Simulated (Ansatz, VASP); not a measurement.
# AlSi31H (Al-H pair in Si) in two plane-wave programs, part 2 of 2

One calculation is typed for both programs; each brings its own data sets. How far apart do they land? The cell is taken from a series of runs on this material, whose earlier steps may have relaxed, scaled, displaced or heated it; both programs get it as it stands.

VASP 6.6.1 and Ansatz 0.2.0.

So far. Step 2 (VASP: single point, HSE06): The run ends at a pressure of 1.45 GPa, with forces up to 13 eV/Å.

In doubt: a hybrid run on one k-point, which bears on gaps, levels and energies.

## (3) Ansatz: single point, HSE06

Level of this step: Ansatz beside VASP: Kohn-Sham DFT, plane waves, HSE06 (Ansatz).

Ansatz runs on its default PAW (the set named soft_2) files.

The same cell, functional, mesh and smearing now go to Ansatz.

File input.yaml:

```yaml
crystal:
  lattice:
    - [-5.46978324, 5.46978324, 5.46978324]
    - [5.46978324, -5.46978324, 5.46978324]
    - [5.46978324, 5.46978324, -5.46978324]
  atoms:
    - { symbol: Si, position: [0.001392509, 0.00233069, 0.503750498] }
    - { symbol: Si, position: [-0.014538647, 0.240414762, 0.244981402] }
    - { symbol: Si, position: [0.004792608, 0.500218634, -0.000946474] }
    - { symbol: Si, position: [0.000934302, 0.750832655, 0.755517409] }
    - { symbol: Si, position: [0.252577943, -0.002930243, 0.249166525] }
    - { symbol: Si, position: [0.252518802, 0.252936548, 0.004654639] }
    - { symbol: Si, position: [0.257817992, 0.500242415, 0.751286212] }
    - { symbol: Si, position: [0.245747005, 0.75959641, 0.504765692] }
    - { symbol: Si, position: [0.498893955, -0.00219482, 0.001377356] }
    - { symbol: Si, position: [0.49992004, 0.245213473, 0.755779881] }
    - { symbol: Al, position: [0.540612162, 0.50029288, 0.506070751] }
    - { symbol: Si, position: [0.499480086, 0.747358974, 0.251666994] }
    - { symbol: Si, position: [0.755909597, 0.003763158, 0.752489785] }
    - { symbol: Si, position: [0.750604521, 0.249263556, 0.504917255] }
    - { symbol: Si, position: [0.758024474, 0.500269516, 0.244240117] }
    - { symbol: Si, position: [0.755081224, 0.755061577, 0.010848092] }
    - { symbol: Si, position: [0.006375273, 0.001555326, 0.257154933] }
    - { symbol: Si, position: [0.001527884, 0.252844927, 0.004043279] }
    - { symbol: Si, position: [0.00565456, 0.500214285, 0.74971855] }
    - { symbol: Si, position: [-0.004649274, 0.752752696, 0.504047145] }
    - { symbol: Si, position: [0.251613348, 0.000868534, -0.000115473] }
    - { symbol: Si, position: [0.250319396, 0.24855222, 0.753358348] }
    - { symbol: Si, position: [0.21728638, 0.499822383, 0.491421306] }
    - { symbol: Si, position: [0.248772609, 0.747756985, 0.251388037] }
    - { symbol: Si, position: [0.505093277, -0.001084828, 0.755827342] }
    - { symbol: Si, position: [0.497791216, 0.237421411, 0.505499531] }
    - { symbol: Si, position: [0.510452863, 0.500284107, 0.242883352] }
    - { symbol: Si, position: [0.502184878, 0.751869836, 0.004991266] }
    - { symbol: Si, position: [0.750906256, -0.000929412, 0.499039769] }
    - { symbol: Si, position: [0.742158565, 0.247493516, 0.251287137] }
    - { symbol: Si, position: [0.754848168, 0.500037484, -0.005298034] }
    - { symbol: Si, position: [0.760184792, 0.763240838, 0.76832448] }
    - { symbol: H, position: [0.308048932, 0.498177051, 0.435324475] }
basis:
  ecutwfc: 420
  xc_grid: 2
hamiltonian:
  xc: hse06
kpoints:
  mp_grid: { grid: [1, 1, 1] }
scf:
  occupations: { method: fermi_dirac, width: 0.01 }
  max_iter: 120
output:
  forces: true
checkpoint:
  read: "../relax.run"
```

The run is started by

```sh
ansatz run input.yaml --threads 2 --pin off --max-ram 4710MiB --backend cpu --events-out ev --progress --plain --runs-dir out
```

Numbers of over 12 decimals in the logs are rounded to 6 here.

The program printed:

```text
Warning: checkpoint.read: the run can stay near the saved state's solution: 2 site(s) moved relative to the saved geometry (max |Δs| = 3.736e-2 fractional); the SCF starts from the saved state under `checkpoint.density_extrapolation: transplant`, in force with no word given; its orbitals are not used off its sites. A run without `checkpoint.read` takes nothing of the state. A lower free energy from it at the same positions (and U, V and field ramp, if any) shows a solution that this start missed, and an equal or higher one rules none out (checkpoint.read, Limitations, in the input reference)
exact exchange: scf.exx.singularity resolves to wigner_seitz, which cuts the screened interaction at the faces of the exchange supercell's Wigner-Seitz cell, so that each pair interacts once, at the shortest of its separations (the periodic images that this leaves out come, for a point-like exchange hole, to about 0.019 eV on a filled level). The cut falls within the interaction's reach, and what an exchange supercel [...]
Engine: ansatz 0.2.0, aarch64-unknown-linux-gnu
Pseudopotentials: kind: paw
Pseudopotential: Si, paw, valence charge 4, recommended cutoff 420 eV (normal), Si.paw.azcp
Pseudopotential: Al, paw, valence charge 3, recommended cutoff 420 eV (normal), Al.paw.azcp
Pseudopotential: H, paw, valence charge 1, recommended cutoff 420 eV (normal), H.paw.azcp
Functional definition: HSE06
  parameter a = 0.25
  parameter omega = 0.11/bohr
  exchange = pbe_x - a*pbe_x_sr(omega) + a*exact_x_sr(omega)
  correlation = pbe_c
Crystal: 33 atoms, lattice volume = 654.591 Å³
Basis set: ecut = 420 eV, 12839 PW (Γ), exchange–correlation on 128×128×128 points (8 copies of the dense FFT grid, shifted against one another)
Bands: 97, of which v1, the nominal top of the filled ones, is band 64 counted from 1 (63 counted from 0)
Symmetry: 1 space group operations
Space group: P1 (ITA 1), of the structure as read, at distance tolerance 8.7e-5 Å
k-points: 1
Non-local potential: Si, projectors of the file, l = 0: 2, l = 1: 2, l = 2: 2
Non-local potential: Al, projectors of the file, l = 0: 2, l = 1: 2, l = 2: 1
Non-local potential: H, projectors of the file, l = 0: 2, l = 1: 1
PAW form: soft (Blöchl's): semilocal exchange-correlation on the pseudo side does not see the compensation charge
PAW frozen core: Si, regenerated for the run's functional, and the local potential with it (the file was generated under x = pbe(κ = 0.804, μ = 0.219515), c = pbe(β = 0.066725))
PAW frozen core: Al, regenerated for the run's functional, and the local potential with it (the file was generated under x = pbe(κ = 0.804, μ = 0.219515), c = pbe(β = 0.066725))
PAW one-centre angular grid: Si, 110 points (default); XC on 64 Gauss nodes
PAW one-centre angular grid: Al, 110 points (default); XC on 64 Gauss nodes
PAW one-centre angular grid: H, 110 points (default); XC on 64 Gauss nodes
Initial density: read from a saved state, or passed on in memory by an earlier SCF of this step, an earlier step, the calling program or the single point that the run made first, carried with its atoms to this geometry
Initial wavefunctions: pseudopotential atomic-orbital guess
Functional: x = pbe(κ = 0.804, μ = 0.219515), c = pbe(β = 0.066725), warm-up for x = pbe(κ = 0.804, μ = 0.219515) + 0.25 (exact − pbe) at short range (hse, ω = 0.207870 Å⁻¹), c = pbe(β = 0.066725); HSE06 as pw.x's `hse` composes it (authors' and Libxc's form: `xc: wpbeh`)
iter 1 solved again at ethr=8.37e-4 eV; its pass at ethr=1.00e-1 eV (dr2=1.07e0 eV) is discarded
SCF iter   1: F=—  HF=-20256.052962 eV  |F-HF|=—  |Δ(HF+E_count)|=         —  Δρ=1.49e-2  dr2=1.08e0  ethr=8.37e-4  ⟨swp⟩=13.0  Hψ=646  notcnv=0
preconditioner: auto → none  [insulator: Δε(μ)=0.509 eV  Ē_g=7.905 eV  σ=0.010 eV  W_gap=1.00  n_scr=86 (ndim 8)  ℏωp=16.4 eV  f_vac=0.000  D(μ)=0.00/eV (n_scr^D=0)]
SCF iter   2: F=—  HF=-20255.753316 eV  |F-HF|=—  |Δ(HF+E_count)|=   3.00e-1  Δρ=5.14e-3  dr2=2.02e-1  ethr=8.37e-4  ⟨swp⟩=7.0  Hψ=261  notcnv=0
SCF iter   3: F=—  HF=-20255.739333 eV  |F-HF|=—  |Δ(HF+E_count)|=   1.40e-2  Δρ=2.86e-3  dr2=1.66e-1  ethr=1.58e-4  ⟨swp⟩=7.0  Hψ=324  notcnv=0
iter 4 solved again at ethr=7.39e-6 eV; its pass at ethr=1.30e-4 eV (dr2=9.46e-3 eV) is discarded
SCF iter   4: F=—  HF=-20255.707188 eV  |F-HF|=—  |Δ(HF+E_count)|=   3.21e-2  Δρ=9.72e-4  dr2=9.71e-3  ethr=7.39e-6  ⟨swp⟩=9.0  Hψ=509  notcnv=0  defer=1
SCF iter   5: F=—  HF=-20255.705528 eV  |F-HF|=—  |Δ(HF+E_count)|=   1.66e-3  Δρ=3.15e-4  dr2=5.74e-4  ethr=7.39e-6  ⟨swp⟩=7.0  Hψ=260  notcnv=0
SCF iter   6: F=—  HF=-20255.705547 eV  |F-HF|=—  |Δ(HF+E_count)|=   1.89e-5  Δρ=9.96e-5  dr2=1.02e-4  ethr=4.48e-7  ⟨swp⟩=3.0  Hψ=190  notcnv=0
SCF iter   7: F=-20255.705531 eV  HF=-20255.705545 eV  |F-HF|=1.41e-5  |Δ(HF+E_count)|=   1.60e-6  Δρ=4.01e-5  dr2=2.31e-5  ethr=7.99e-8  ⟨swp⟩=3.0  Hψ=188  notcnv=0
SCF 1 stopped early in 7 iterations: F = -20255.705531 eV  dr2 = 2.31e-5
  greatest PAW one-centre occupation: 0.663 electrons in one spin orbital (limit 2), on the Si atom at site 22 (counted from 0), in its partial waves of l = 0
Initial density: handed on by an earlier stage of this run
Initial wavefunctions: those handed on with the density
[...]
SCF iter   5: F=—  HF=-20271.715734 eV  |F-HF|=—  |Δ(HF+E_count)|=   1.29e-3  Δρ=6.81e-5  dr2=3.71e-4  ethr=1.81e-7  ⟨swp⟩=4.0  Hψ=298  notcnv=0
SCF iter   6: F=—  HF=-20271.717425 eV  |F-HF|=—  |Δ(HF+E_count)|=   1.69e-3  Δρ=1.20e-4  dr2=1.13e-4  ethr=1.34e-7  ⟨swp⟩=5.0  Hψ=296  notcnv=0
SCF iter   7: F=-20271.717384 eV  HF=-20271.717389 eV  |F-HF|=5.17e-6  |Δ(HF+E_count)|=   3.57e-5  Δρ=3.08e-5  dr2=1.55e-5  ethr=8.25e-8  ⟨swp⟩=2.0  Hψ=161  notcnv=0
SCF 2 stopped early in 7 iterations: F = -20271.717384 eV  dr2 = 1.55e-5
  Residual-converged pass: ⟨swp⟩=4.0  Hψ=289  notcnv=0  max |occ|·‖R‖ = 6.3e-6 eV (tolerance 6.7e-6 eV)  dr2=1.50e-5  dr2_onsite=6.39e-8  max |Δocc| = 0.0e0
  greatest PAW one-centre occupation: 0.670 electrons in one spin orbital (limit 2), on the Si atom at site 22 (counted from 0), in its partial waves of l = 0
hybrid outer 1: dexx = +6.400e-2 eV, tail = 5.30e-5 eV
Exchange kernel: α = 0.2500, screened, ω = 0.2079 Å⁻¹, Wigner–Seitz truncation, v(0) = 842.9347 eV·Å³, q-mesh 1×1×1, nearest image of the exchange supercell L = 9.47 Å, pair-density grid 32×32×32, without the augmentation charges, whose exchange is taken in its separable form (sized by the pseudopotential files, 54×54×54 at the most)
Frozen-core exchange: fock
SCF iter   1: F=—  HF=-20271.716692 eV  |F-HF|=—  |Δ(HF+E_count)|=         —  Δρ=2.73e-5  dr2=1.06e-5  ethr=2.07e-7  ⟨swp⟩=8.0  Hψ=279  notcnv=0
preconditioner: auto → none  [insulator: Δε(μ)=1.155 eV  Ē_g=9.216 eV  σ=0.010 eV  W_gap=1.00  n_scr=86 (ndim 8)  ℏωp=16.4 eV  f_vac=0.000  D(μ)=0.00/eV (n_scr^D=0)]
SCF iter   2: F=—  HF=-20271.716689 eV  |F-HF|=—  |Δ(HF+E_count)|=   2.84e-6  Δρ=5.31e-6  dr2=7.85e-7  ethr=7.43e-9  ⟨swp⟩=3.0  Hψ=184  notcnv=0
SCF iter   3: F=—  HF=-20271.716692 eV  |F-HF|=—  |Δ(HF+E_count)|=   2.85e-6  Δρ=6.13e-6  dr2=4.54e-7  ethr=1.42e-10  ⟨swp⟩=7.0  Hψ=329  notcnv=0
SCF iter   4: F=—  HF=-20271.716692 eV  |F-HF|=—  |Δ(HF+E_count)|=   1.10e-7  Δρ=8.55e-7  dr2=7.00e-8  ethr=1.42e-10  ⟨swp⟩=3.0  Hψ=202  notcnv=0
SCF iter   5: F=-20271.716692 eV  HF=-20271.716692 eV  |F-HF|=1.13e-8  |Δ(HF+E_count)|=   2.09e-7  Δρ=1.64e-6  dr2=2.66e-8  ethr=1.66e-11  ⟨swp⟩=7.0  Hψ=336  notcnv=0
SCF 3 converged in 5 iterations: F = -20271.716692 eV  dr2 = 2.66e-8
  Residual-converged pass: ⟨swp⟩=2.0  Hψ=155  notcnv=0  max |occ|·‖R‖ = 3.0e-6 eV (tolerance 3.3e-6 eV)  dr2=2.66e-8  dr2_onsite=1.88e-10  max |Δocc| = 0.0e0
hybrid outer 2: dexx = +3.993e-6 eV, tail = 5.39e-8 eV, Δε = 5.93e-4 eV (about 2.91e-5 eV left of the loop's levels), ΔF = 3.74e-3 eV/Å (tail 5.01e-4)
WARN: the filled states extend beyond the cell (their overlap across the Brillouin zone is 0.365, against 0 in a metal and nearly 1 for localised states). With one k-point a hybrid's gap, moments and forces can then be wrong. Use a denser k-mesh, or a larger cell for a defect
hybrid SCF converged: 2 outer / 12 inner (+7 warm-up), last move |dexx| = 3.99e-6 eV, tail = 5.39e-8 eV
Stability not checked: this state was not tested for a lower state beside it, because the functional holds exact exchange (a hybrid, or Hartree-Fock), whose exchange loop this test does not read (fock_operator; see scf.lower_state_search)
Free energy (F): -20271.716692 eV
Frozen-core exchange: fock
Harris-Foulkes:  -20271.716692 eV  (|F-HF|=1.13e-8)
Internal energy: -20271.716692 eV  (E = F + TS)
E sigma→0 (E₀):  -20271.716692 eV
Fermi energy:    6.319655 eV
--- Per-component energies (eV) ---
  E_band       = 25.275529
  E_kinetic    = 1304.735198
  E_local      = -915.470067  (includes V_loc(G=0)·N_el)
  E_nonlocal   = 797.629718
  E_hartree    = 261.315246
  E_xc         = -1435.377466
  E_vxc        = -1218.030992  (∫ρ·V_xc dr)
  E_exx        = -179.650492  (= α·E_x^exact, valence–valence)
  E_paw        = -16524.636255  (= ΣΔE_a)
  E_vpaw       = -106.914932  (= ΣTr[D̂ρ^β])
  E_aug_tail   = -0.001534  (compensation charges beyond the density's cutoff)
  E_ewald      = -3578.383586
  E_core_change = -1.877454  (= ΣΔE_core)
  E_smearing   = -0.000000  (= −TS)
  E_closure    = -0.000000  (closes the sum)
  Σ components = -20271.716692   (vs F -20271.716692, Δ=0.00e0)
--- Forces (eV/Å), atoms counted from 1 ---
  atom   1  Si     0.01469282    -0.00594197    -0.03599892
  atom   2  Si     0.07584360    -0.11381885    -0.15821787
  atom   3  Si     0.00505444     0.01147010    -0.00355481
  atom   4  Si    -0.10498124    -0.04990681    -0.01567872
  atom   5  Si    -0.01370189     0.01319472    -0.01927812
  atom   6  Si    -0.01695216    -0.02774875     0.00931019
  atom   7  Si    -0.04100427     0.01424452     0.03712558
  atom   8  Si     0.15046190    -0.10840414    -0.07546037
  atom   9  Si     0.03603381    -0.00608569    -0.01317997
  atom  10  Si    -0.01057863     0.00660523    -0.01909867
  atom  11  Al     0.06760321    -0.26304087    -0.07007319
  atom  12  Si    -0.01008895    -0.02754852     0.01589364
  atom  13  Si     0.01751206     0.01400862     0.01289660
  atom  14  Si     0.01556715    -0.05057499     0.10611725
  atom  15  Si     0.04062915     0.13274072    -0.04133146
  atom  16  Si     0.01840539     0.00710495     0.01120653
  atom  17  Si     0.01884933     0.01504014    -0.00242617
  atom  18  Si     0.00437302     0.00863264     0.01569688
  atom  19  Si     0.03456905     0.02252382    -0.03616324
  atom  20  Si     0.03766563    -0.03802458     0.10885188
  atom  21  Si     0.03773507    -0.00238519     0.00129248
  atom  22  Si    -0.02175541    -0.01192138     0.00069167
  atom  23  Si     8.78390430    -2.47515883    -8.58871371
  atom  24  Si    -0.01612832     0.00888060    -0.00366538
  atom  25  Si     0.00380286     0.01216968    -0.01945774
  atom  26  Si     0.07476453    -0.07592869    -0.01876331
  atom  27  Si     0.15112352    -0.07607667    -0.15231847
  atom  28  Si    -0.00025822    -0.01349071     0.02105177
  atom  29  Si     0.00034029    -0.00223461    -0.03563876
  atom  30  Si    -0.11034285    -0.03759311    -0.03860710
  atom  31  Si     0.01501978    -0.05610765    -0.01298046
  atom  32  Si     0.01370227    -0.07169839    -0.07404778
  atom  33  H     -9.27184040     3.24709908     9.09449350
  max |Σ_I F_I| component: 2.63e-5 eV/Å
--- Band table (eV) ---
  k-point 0: bands = [... 60 lower, 4.6575, 5.4926, 5.7291, 5.7409, 6.8957]
  guard bands above this table: 32 of the run's 97 bands. The solve was not asked for them (output.publish_guard_bands: true or output.eigenvalues: true publishes all)
```

Reading the cycles: dr2 is the Hartree energy of the density residual (eV), the measure of convergence; HF is the Harris–Foulkes estimate of the energy, which meets the free energy F at convergence.

## (4) Differences

Known differences besides the potentials themselves: exact exchange at q = 0 is treated differently, which shows on coarse meshes; VASP keeps PBE cores, Ansatz makes them for the functional; the cutoff is 420 eV in Ansatz and 400 eV in VASP (PREC = Accurate, projectors in real space); VASP takes a coarser grid for exact exchange (PRECFOCK = Fast). Total energies have different zeros and are not compared.

The two programs side by side:

| quantity | Ansatz | VASP | difference |
| --- | --- | --- | --- |
| gap on the k mesh (eV) | 1.155 | 1.203 | -0.048 |

Forces on 7 of the 33 atoms, those with the largest forces and the largest differences (eV/Å; atoms numbered as in POSCAR):

| atom | Ansatz x, y, z | VASP x, y, z |
| --- | --- | --- |
| Si2 | 0.076, -0.114, -0.158 | 0.081, -0.114, -0.161 |
| Si8 | 0.150, -0.108, -0.075 | 0.154, -0.109, -0.080 |
| Si14 | 0.041, 0.133, -0.041 | 0.045, 0.131, -0.045 |
| Si22 | 8.784, -2.475, -8.589 | 8.679, -2.451, -8.486 |
| Si26 | 0.151, -0.076, -0.152 | 0.150, -0.075, -0.151 |
| Al32 | 0.068, -0.263, -0.070 | 0.062, -0.256, -0.065 |
| H33 | -9.272, 3.247, 9.094 | -9.166, 3.227, 8.995 |

The forces differ by 21 meV/Å r.m.s., which is 1.2 % of the r.m.s. force of 1.823 eV/Å (both taken over all components). A gap on the mesh is an upper bound, since the band edges may lie between its points.

## (5) Summary of results

| Quantity | Value |
| --- | --- |
| r.m.s. force difference (single point, HSE06) | 1.2 % of the r.m.s. force |
| difference in gap on the k mesh (single point, HSE06) | -0.048 eV |

What this shows: The difference in gap on the k mesh is -0.048 eV (single point, HSE06), within the 0.08 eV picked in this series as the mark of a large difference. How closely two codes agree says nothing of how well the functional describes the real material.

[Lines on the potential files, build, host, timing and source positions are cut from VASP's logs without a mark.]

[Logs are printed without paths, hosts, clocks, repeated set-up lines and the standing remarks that a program may print on its own settings, such as how far it seeks lower states.]

[Hosts, paths, dates, database ids (printed as entryN), source tags and the programs' standing remarks are cut or masked in the printed files.]
